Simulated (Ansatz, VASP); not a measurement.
**One calculation of Tl, two programs**

INCAR

```
ALGO     = Normal         # electronic algorithm
EDIFF    = 1E-6           # SCF threshold, eV
ENCUT    = 520            # plane-wave cutoff, eV
GGA      = PS             # functional
ISIF     = 2              # what is computed and relaxed
ISMEAR   = 0              # smearing method
LASPH    = True           # aspherical terms in the spheres
LCHARG   = True           # write CHGCAR
LELF     = True           # ELF
LREAL    = False          # projectors in reciprocal space
LVHAR    = True         
LWAVE    = False          # write WAVECAR
NBANDS   = 34             # bands
NELM     = 100            # most SCF steps
PREC     = Accurate       # precision mode
SIGMA    = 0.1            # smearing width, eV
```

File KPOINTS:

```
k-points
0
Gamma
  6 6 2
```

The input POSCAR:

```
Tl
1.0
    3.2821500161     -2.1692500796      0.0000000000
    3.2821500161      2.1692500796      0.0000000000
    0.0000000000      0.0000000000      8.8489116907
Tl
4
Direct
    0.8500000000      0.1500000000      0.1170000000
    0.6500000000      0.3500000000      0.6170000000
    0.1500000000      0.8500000000      0.8830000000
    0.3500000000      0.6500000000      0.3830000000
```

Input for Ansatz:

```yaml
crystal:
  lattice:
    - [3.2821500161, -2.1692500796, 0.0]
    - [3.2821500161, 2.1692500796, 0.0]
    - [0.0, 0.0, 8.8489116907]
  atoms:
    - { symbol: Tl, position: [0.85, 0.15, 0.117] }
    - { symbol: Tl, position: [0.65, 0.35, 0.617] }
    - { symbol: Tl, position: [0.15, 0.85, 0.883] }
    - { symbol: Tl, position: [0.35, 0.65, 0.383] }
basis:
  ecutwfc: 420
kpoints:
  mp_grid: { grid: [6, 6, 2] }
hamiltonian:
  xc: pbesol
scf:
  occupations: { method: gaussian, width: 0.1 }
  lower_state_search: "off"
output:
  forces: true
  stress: true
  eigenvalues: true
```

Alike in both runs: task single point; functional PBEsol; k mesh 6 × 6 × 2; occupations gaussian, width 0.1 eV; no spin polarisation.

|  | VASP | Ansatz |
| --- | --- | --- |
| version | VASP 6.6.1 | Ansatz 0.2.0 |
| potentials or method | VASP PAW PBE potentials, release 64 (Tl_d) | scalar-relativistic, plane waves, PAW |
| plane-wave cutoff (eV) | 520 | 420 |
| valence electrons in the cell | 52 | 52 |

|  | VASP | Ansatz | Ansatz less VASP |
| --- | --- | --- | --- |
| gap on the k mesh at the Fermi level (eV) | none | none | - |
| pressure (GPa) | 7.1 | 7.1 | +0.01 |
| largest component of the traceless stress (GPa) | 14.01 | 13.92 | -0.091 |
| rms of the force components (eV/Å) | 2.720 | 2.696 | -0.0233 |

Atom by atom the forces differ by 0.023 eV/Å (rms over components). A gap of «none» marks a metal or a gap that the smearing closes. With one functional, cell and mesh, what is left measures potentials, basis and numerics.

Caveats: the PAW data sets were made with another functional, which shifts forces and pressure a little (VASP). The runs have no spin-orbit coupling, so splittings on Tl are missing.
